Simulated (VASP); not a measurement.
Level of theory: PBE GGA with spin-orbit coupling, VASP's PBE PAW potentials (set 64) (plane waves; VASP).

VASP ran on this input.

### KPOINTS
```
Automatic mesh
0
Gamma
7 7 7
0 0 0
```

**INCAR**
```
ALGO = Normal
EDIFF = 1E-6
ENCUT = 520
GGA = PE
GGA_COMPAT = .FALSE.
ISIF = 2
ISMEAR = 0
LASPH = .TRUE.
LCHARG = .FALSE.
LREAL = .FALSE.
LSORBIT = .TRUE.
LWAVE = .FALSE.
MAGMOM = 9*0
NELM = 100
PREC = Accurate
SIGMA = 0.05
SYSTEM = Li2O
```

### POSCAR
```
Li2O
1
    0.0000000000     2.3233710000     2.3506730000
    2.3453890000     0.0000000000     2.3506730000
    2.3453890000     2.3233710000     0.0000000000
Li O
2 1
Direct
  0.2500000000   0.2500000000   0.2500000000
  0.7500000000   0.7500000000   0.7500000000
 -0.0073980000   0.0073980000   0.0073980000
```

POTCAR, in this order: Li_sv O (PBE.64 set). Program: vasp_ncl.

Output of the run:

File OSZICAR:
```
       N       E                     dE             d eps       ncg     rms          rms(c)
DAV:   1     0.720172428141E+02    0.72017E+02   -0.57244E+03  4480   0.132E+03
DAV:   2    -0.696245635212E+01   -0.78980E+02   -0.75934E+02  5248   0.324E+02
DAV:   3    -0.158244037613E+02   -0.88619E+01   -0.87955E+01  8236   0.746E+01
DAV:   4    -0.161059503620E+02   -0.28155E+00   -0.28020E+00  6116   0.160E+01
DAV:   5    -0.161130651498E+02   -0.71148E-02   -0.71138E-02  6568   0.198E+00    0.747E+00
DAV:   6    -0.143564241762E+02    0.17566E+01   -0.53859E+00  4540   0.198E+01    0.283E+00
DAV:   7    -0.143398595425E+02    0.16565E-01   -0.35832E-01  5564   0.485E+00    0.156E+00
DAV:   8    -0.143417008167E+02   -0.18413E-02   -0.94329E-02  4840   0.363E+00    0.588E-01
DAV:   9    -0.143373802064E+02    0.43206E-02   -0.17610E-02  5820   0.132E+00    0.125E-01
DAV:  10    -0.143379862193E+02   -0.60601E-03   -0.14891E-03  5104   0.363E-01    0.532E-02
DAV:  11    -0.143379876494E+02   -0.14301E-05   -0.75665E-05  6104   0.989E-02    0.154E-02
DAV:  12    -0.143379891941E+02   -0.15446E-05   -0.53195E-06  6484   0.201E-02    0.942E-03
DAV:  13    -0.143379894616E+02   -0.26759E-06   -0.22287E-06  5100   0.149E-02
   1 F= -.14337989E+02 E0= -.14337989E+02  d E =-.952299E-18  mag=     0.0000    -0.0000    -0.0000
```

**OUTCAR**
```
------------------------ aborting loop because EDIFF is reached ----------------------------------------
  FORCE on cell =-STRESS in cart. coord.  units (eV):
  Direction    XX          YY          ZZ          XY          YZ          ZX
  --------------------------------------------------------------------------------------
  Total       -0.4844233     -0.2122033     -0.5432839      0.0000000      0.0000000      0.0000000
  in kB      -30.2956266    -13.2711068    -33.9767432      0.0000000      0.0000000      0.0000000
  external PRESSURE =     -25.8478255 kB  Pullay stress =       0.0000000 kB
  volume of cell :       25.62
      direct lattice vectors                 reciprocal lattice vectors
     0.000000000  2.323371000  2.350673000    -0.213184252  0.215204545  0.212705042
     2.345389000  0.000000000  2.350673000     0.213184252 -0.215204545  0.212705042
     2.345389000  2.323371000  0.000000000     0.213184252  0.215204545 -0.212705042
 POSITION                                       TOTAL-FORCE (eV/Angst)
 -----------------------------------------------------------------------------------
      1.17269      1.16169      1.17534         0.077328      0.000000     -0.000000
      3.51808      3.48506      3.52601         0.077328      0.000000      0.000000
      0.03470      2.32337      2.35067        -0.154656      0.000000      0.000000
 -----------------------------------------------------------------------------------
    total drift:                               -0.000199     -0.000001     -0.000001
  FREE ENERGIE OF THE ION-ELECTRON SYSTEM (eV)
  ---------------------------------------------------
  free  energy   TOTEN  =       -14.3379894616 eV

  energy  without entropy=      -14.3379894616  energy(sigma->0) =      -14.33798946

 Ion:    1  E_soc:     -0.0000002

 Ion:    2  E_soc:     -0.0000002

 Ion:    3  E_soc:     -0.0001661
```
(Selected blocks of OUTCAR.)

The compound is Li2O in the antifluorite structure. The cell was not relaxed at this level, atoms are displaced from their ideal sites. The run is one of a series of settings (GGA_COMPAT = .FALSE., LSORBIT = .TRUE., MAGMOM = 0 0 0 0 0 0 0 0 0, program vasp_ncl against the base run), some of them coarse on purpose.
